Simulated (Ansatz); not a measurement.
Input of an Ansatz 0.2.0 run:

input

```
crystal:
  lattice:
    - [2.5539396017, 0.0, 0.0]
    - [-1.2769698009, 2.2117765748, 0.0]
    - [0.0, 0.0, 4.226855]
  atoms:
    - { symbol: "N", position: [0.3333333333, 0.6666666667, 0.125276] }
    - { symbol: "N", position: [0.6666666667, 0.3333333333, 0.625276] }
    - { symbol: B, position: [0.3333333333, 0.6666666667, 0.499724] }
    - { symbol: B, position: [0.6666666667, 0.3333333333, 0.999724] }
hamiltonian:
  xc: hse06
  pseudopotentials: { kind: paw }
kpoints:
  mp_grid: { grid: [8, 8, 4] }
scf:
  occupations: { method: fermi_dirac, width: 0.05 }
output:
  forces: true
  stress: true
  eigenvalues: true
relax:
  f_tol: 0.01
  max_steps: 40
  cell: { stress_tol: 0.05 }
```

Question: What does it give for the space group after relaxing (to 0.05 Å)?

Answer: P6_3mc (No. 186).

Question: Estimate the band gap on the k mesh.

Answer: 6.86 eV, indirect (least direct gap 10.01 eV).

Question: Estimate the relaxed volume.

Answer: 5.83 Å³/atom.

Step by step:
```
step  energy change (eV)  largest force (eV/Å)  volume (Å³)
   1              0.0000                0.0360        23.88
   2             -0.0153                0.0058        23.54
   3             -0.0188                0.0091        23.32
   4             -0.0187                0.0151        23.33
   5             -0.0188                0.0001        23.33
   6             -0.0162                0.0003        23.33
   7             -0.0162                0.0002        23.32
   8             -0.0162                0.0002        23.32
```

Caveat: the plane-wave basis is chosen anew once the cell has moved, so the energies of steps on either side of that aren't comparable; the pressure holds a Pulay correction of +0.8 GPa for the finite cutoff; the PAW data sets come from PBE, with cores solved anew for the run's functional, which leaves a small shift of forces and pressure. A k mesh can miss the band edges.
